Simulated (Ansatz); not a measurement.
# BeSe: levels along high-symmetry lines

```xyz
2
Lattice="0.0000 2.5350 2.5350 2.5350 0.0000 2.5350 2.5350 2.5350 0.0000" Properties=species:S:1:pos:R:3 pbc="T T T"
Be    0.0000    0.0000    0.0000
Se    3.8025    3.8025    3.8025
```

Atoms are numbered in the order listed.

The conventional cell has a = 5.070 Å, b = 5.070 Å, c = 5.070 Å, α = 90.00°, β = 90.00°, γ = 90.00°. Be (atom 1) is surrounded by 4 Se at 2.20 Å. Se (atom 2) has 4 Be at 2.20 Å as nearest neighbours.

The geometry is COD entry 9008837, unchecked; take it as a test cell. It differs from other determinations.

Method: DFT, PBE, all-electron LAPW, scalar-relativistic (Ansatz 0.2.0).

Numerical set-up: a Γ-centred 10×10×10 k mesh, Fermi–Dirac smearing of 0.02 eV, basis error target 1 meV/atom, no spin polarisation.

Points in fractions of the reciprocal vectors of this cell: Γ (0, 0, 0), X (-0.5, -0.5, 0), U (-0.375, -0.375, 0.25), K (-0.375, 0, 0.375), L (0, 0, 0.5), W (-0.5, -0.25, 0.25). The path joins them by straight lines in the order Γ–X–U–K–Γ–L–W–X; legs that retrace an earlier one aren't tabulated. Energies are in eV from the top of the valence band.

**Question.** Metal or insulator at this level of theory?

**Answer.** An insulator or semiconductor: gap 2.54 eV, indirect from Γ to X (-0.5, -0.5, 0).

**Question.** Tabulate bands 10 to 16, counted from the lowest band of the run, along the path.

**Answer.** 
| k (1/Å) | point | band 10 | band 11 | band 12 | band 13 | band 14 | band 15 | band 16 |
| --- | --- | --- | --- | --- | --- | --- | --- | --- |
| 0.00 | Γ | -46.76 | -14.09 | 0.00 | 0.00 | 0.00 | 4.70 | 5.01 |
| 0.31 |  | -46.76 | -13.87 | -1.14 | -0.66 | -0.66 | 4.49 | 6.04 |
| 0.62 |  | -46.76 | -13.27 | -3.03 | -1.75 | -1.75 | 3.74 | 5.87 |
| 0.93 |  | -46.75 | -12.52 | -4.63 | -2.53 | -2.53 | 2.92 | 4.58 |
| 1.24 | X | -46.75 | -12.14 | -5.30 | -2.81 | -2.81 | 2.54 | 4.19 |
| 1.35 |  | -46.75 | -12.13 | -5.27 | -2.97 | -2.78 | 2.70 | 4.34 |
| 1.46 |  | -46.75 | -12.13 | -5.18 | -3.38 | -2.69 | 3.04 | 4.85 |
| 1.57 |  | -46.75 | -12.13 | -5.04 | -3.85 | -2.55 | 3.39 | 5.74 |
| 1.68 | U | -46.76 | -12.15 | -4.85 | -4.26 | -2.35 | 3.72 | 6.92 |
| 1.87 |  | -46.76 | -12.17 | -4.85 | -4.16 | -2.55 | 4.48 | 7.58 |
| 2.06 |  | -46.76 | -12.19 | -4.90 | -3.92 | -2.85 | 5.85 | 6.46 |
| 2.25 |  | -46.76 | -12.17 | -4.85 | -4.16 | -2.55 | 4.48 | 7.58 |
| 2.44 | K | -46.76 | -12.15 | -4.85 | -4.26 | -2.35 | 3.72 | 6.92 |
| 2.76 |  | -46.76 | -12.49 | -4.86 | -3.74 | -1.53 | 4.77 | 7.79 |
| 3.09 |  | -46.76 | -13.21 | -3.79 | -2.32 | -0.66 | 5.47 | 6.22 |
| 3.42 |  | -46.76 | -13.85 | -1.65 | -0.79 | -0.14 | 4.96 | 5.31 |
| 3.75 | Γ | -46.76 | -14.09 | 0.00 | 0.00 | 0.00 | 4.70 | 5.01 |
| 4.02 |  | -46.76 | -13.93 | -1.37 | -0.23 | -0.23 | 4.73 | 5.38 |
| 4.29 |  | -46.76 | -13.48 | -3.55 | -0.67 | -0.67 | 4.63 | 5.95 |
| 4.56 |  | -46.76 | -12.92 | -5.29 | -1.02 | -1.02 | 4.53 | 6.05 |
| 4.82 | L | -46.76 | -12.64 | -5.99 | -1.14 | -1.14 | 4.50 | 5.99 |
| 5.04 |  | -46.76 | -12.57 | -5.85 | -1.80 | -1.36 | 5.02 | 5.80 |
| 5.26 |  | -46.76 | -12.38 | -5.47 | -3.00 | -1.99 | 5.50 | 5.83 |
| 5.48 |  | -46.76 | -12.19 | -4.90 | -3.92 | -2.85 | 5.85 | 6.46 |
| 5.70 | W | -46.76 | -12.10 | -4.58 | -4.04 | -3.50 | 6.20 | 7.29 |
| 5.86 |  | -46.76 | -12.10 | -4.79 | -3.76 | -3.42 | 5.07 | 6.38 |
| 6.01 |  | -46.75 | -12.12 | -5.06 | -3.32 | -3.19 | 3.79 | 5.26 |
| 6.17 |  | -46.75 | -12.13 | -5.24 | -2.96 | -2.93 | 2.87 | 4.47 |
| 6.32 | X | -46.75 | -12.14 | -5.30 | -2.81 | -2.81 | 2.54 | 4.19 |

Kohn–Sham gaps of semilocal functionals usually fall short of measured ones.
